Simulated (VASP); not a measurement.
A run of VASP 6.6.1 is set up as follows.

File INCAR:

```
SYSTEM = TaN
  PREC = Accurate
  ENCUT = 520
  EDIFF = 1E-7
  ISMEAR = 0
  SIGMA = 0.05
  LREAL = .FALSE.
  LASPH = .TRUE.
  NELM = 80
  ALGO = Normal
  ISIF = 2
  LWAVE = .FALSE.
  LCHARG = .FALSE.
  LDIPOL = .TRUE.
  IDIPOL = 3
  DIPOL = 0.5 0.5 0.500
  GGA = PE
  IVDW = 11
  IBRION = 2
  NSW = 60
  EDIFFG = -0.02
```

The input KPOINTS:

```
Automatic mesh
0
G
  10 10 1
  0 0 0
```

Contents of POSCAR:

```
TaN
1.0
    3.0815713524      0.0000000000      0.0000000000
   -1.5407856762      2.6687190748      0.0000000000
    0.0000000000      0.0000000000     26.3224161291
Ta N
5 5
Selective dynamics
Direct
    0.3333333333      0.6666666667      0.2849282514  F F F
    0.0000000000      0.0000000000      0.3805156952  F F F
    0.6666666667      0.3333333333      0.4761031390  F F F
    0.3333333333      0.6666666667      0.5716905829  T T T
    0.0000000000      0.0000000000      0.6672780267  T T T
    0.6666666667      0.3333333333      0.3327219733  F F F
    0.3333333333      0.6666666667      0.4283094171  F F F
    0.0000000000      0.0000000000      0.5238968610  T T T
    0.6666666667      0.3333333333      0.6194843048  T T T
    0.3333333333      0.6666666667      0.7150717486  T T T
```

Potentials or basis: VASP PAW PBE potentials, release 64 (Ta_pv, N).

Command:

```bash
$ cat potpaw_PBE.64/Ta_pv/POTCAR potpaw_PBE.64/N/POTCAR > POTCAR
$ mpirun -np 1 vasp_std > vasp.out
```

(1) Predict the dispersion energy per atom.

(2) Estimate the energy gained by relaxing.

(3) Estimate the band gap on the k mesh.

Answers

(1) -0.303 eV.

(2) 90.5 meV/atom.

(3) none (metal or under the smearing width).
